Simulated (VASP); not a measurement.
The system is CaS.

```xyz
2
Lattice="0.0000 2.8430 2.8430 2.8430 0.0000 2.8430 2.8430 2.8430 0.0000" Properties=species:S:1:pos:R:3 pbc="T T T"
Ca    0.0000    0.0000    0.0000
S     2.8430    2.8430    2.8430
```

| Item | Value |
| --- | --- |
| Program | VASP 6.6.1 |
| Task | relaxation of cell and atoms |
| Functional | LDA |
| Potentials or basis | VASP PAW LDA potentials, release 64 (Ca_sv, S) |
| Cutoff | 600 eV |
| k mesh | 8 × 8 × 8 |
| Occupations | gaussian, width 0.02 eV |
| Spin | no spin polarisation |

At the start: pressure -3.6 GPa; volume 22.98 Å³/atom.

Question: Where does the relaxation end?

Answer: Over 3 steps the energy falls by 16.0 meV/atom and the volume is 21.63 Å³/atom (-5.9 %); space group Fm-3m (No. 225, to 0.05 Å).

The path:
| step | energy change (eV) | largest force (eV/Å) | pressure (GPa) | volume (Å³) |
| --- | --- | --- | --- | --- |
| 1 | 0.0000 | 0.0000 | -3.60 | 45.96 |
| 2 | -0.0298 | 0.0000 | 1.07 | 42.60 |
| 3 | -0.0319 | 0.0000 | 0.00 | 43.26 |

Final structure:
```yaml
crystal:
  lattice:
    - [0.00000, 2.78618, 2.78618]
    - [2.78618, 0.00000, 2.78618]
    - [2.78618, 2.78618, 0.00000]
  atoms:
    - { symbol: Ca, position: [0.00000, 0.00000, 0.00000] }
    - { symbol: S, position: [0.50000, 0.50000, 0.50000] }
```
